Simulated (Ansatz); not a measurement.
# CuO: the cost of one run

Computed with Ansatz 0.2.0 (DFT PBE, scalar-relativistic, plane waves, PAW, unless a step's input says otherwise).

2 further runs of the same task are left out: 1 that didn't finish, 1 set aside as unsound or not needed.

## (1) The system as given

It takes space group R3m (No. 160, trigonal). The conventional cell has a = 3.101 Å, b = 3.101 Å, c = 8.170 Å, α = 90.00°, β = 90.00°, γ = 120.00°. Cu (site symmetry 3m) is surrounded by 3 O at 2.08 Å. Around O (site symmetry 3m) lie 3 Cu at 2.08 Å.

Coordinates:

```cif
data_structure
_symmetry_space_group_name_H-M 'P 1'
_symmetry_Int_Tables_number 1
_cell_length_a 3.2589
_cell_length_b 3.2589
_cell_length_c 3.2589
_cell_angle_alpha 56.813
_cell_angle_beta 56.813
_cell_angle_gamma 56.813
_cell_volume 22.67
loop_
_atom_site_label
_atom_site_type_symbol
_atom_site_fract_x
_atom_site_fract_y
_atom_site_fract_z
_atom_site_occupancy
Cu1 Cu 0.00778 0.00778 0.00778 1
O1 O 0.47122 0.47122 0.47122 1
```

A structure generator made this guess: species swapped into a database cell of GeTe (R3m, No. 160), with Cu on the Ge sites and O on the Te sites. Lengths come from tabulated atomic sizes and are only a guess.

## (2) The guess as it stands, on a coarse mesh

File input.yaml:

```yaml
crystal:
  lattice:
    - [1.55032379, 0.89507985, 2.72317947]
    - [-1.55032379, 0.89507985, 2.72317947]
    - [0.0, -1.79015971, 2.72317947]
  atoms:
    - { symbol: Cu, position: [0.0077768, 0.0077768, 0.0077768], spin: 1.0 }
    - { symbol: O, position: [0.47122318, 0.47122318, 0.47122318] }
basis:
  ecutwfc: 420
kpoints:
  mp_grid: { grid: [6, 6, 6] }
hamiltonian:
  xc: pbe
scf:
  occupations: { method: gaussian, width: 0.1 }
  lower_state_search: "off"
output:
  forces: true
  stress: true
  eigenvalues: true
  populations: true
magnetization:
  spin_polarized: true
```

Launch:

```sh
> ansatz run input.yaml --threads 1 --pin off --max-ram 2560MiB --backend cpu --events-out ev --progress --plain --runs-dir out
```

**Question.** How long does this run take on 1 thread of Intel Xeon Platinum 8259CL at 2.50GHz (Skylake/Cascade Lake), shared host, and how much memory does it need?

About 9.2 s, with a peak of 0.35 GiB.
